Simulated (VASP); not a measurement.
Set up this calculation in VASP 6.6.1, as the native input.

```yaml
Task: single point
Functional: PBE
Dispersion: D3(BJ)
Potentials_or_basis: VASP PAW PBE potentials, release 64 (Cl, Sr_sv)
Cutoff: 520 eV
k_mesh: 6 × 6 × 1
Occupations: gaussian, width 0.05 eV
Spin: no spin polarisation
Dipole_correction: yes
Further_INCAR_settings: ALGO = Fast; EDIFF = 1e-06; NBANDS = 33
```

The structure of SrCl2 lies in POSCAR:

```
SrCl2
1.0
    4.9195063087      0.0000000000      0.0000000000
   -2.4597531544      4.2604174374      0.0000000000
    0.0000000000      0.0000000000     24.6567520444
Cl Sr
4 2
Direct
    0.0000000000      0.0000000000      0.1622273685
    0.3333333333      0.6666666667      0.2436809207
    0.6666666667      0.3333333333      0.3239083636
    0.0000000000      0.0000000000      0.4098979471
    0.6666666667      0.3333333333      0.2029541446
    0.3333333333      0.6666666667      0.3646932366
```

The cell isn't the ideal one: the clean substrate in the cell of the map.

The input as run:

INCAR

```
PREC = Accurate
ENCUT = 520
EDIFF = 1E-6
ISMEAR = 0
SIGMA = 0.05
LREAL = False
LASPH = True
NELM = 100
ALGO = Fast
ISIF = 2
LWAVE = False
LCHARG = False
LDIPOL = True
IDIPOL = 3
DIPOL = 0.5 0.5 0.285
GGA = PE
IVDW = 12
NBANDS = 33
```

KPOINTS

```
regular mesh
0
Gamma
  6 6 1
```

Potentials or basis: VASP PAW PBE potentials, release 64 (Cl, Sr_sv).

Command:

```console
$ cat potpaw_PBE.64/Cl/POTCAR potpaw_PBE.64/Sr_sv/POTCAR > POTCAR
$ mpirun -np 1 vasp_std > vasp.out
```

Results of the run:

- Largest force: 0.236 eV/Å
- Band gap on the k mesh: 5.18 eV, indirect (least direct gap 5.45 eV)
- Dispersion energy per atom: -0.161 eV

It took 4.1 min on 1 thread of Intel(R) Xeon(R) 6975P-C (Granite Rapids), with other jobs on the host, peak memory 0.66 GiB.
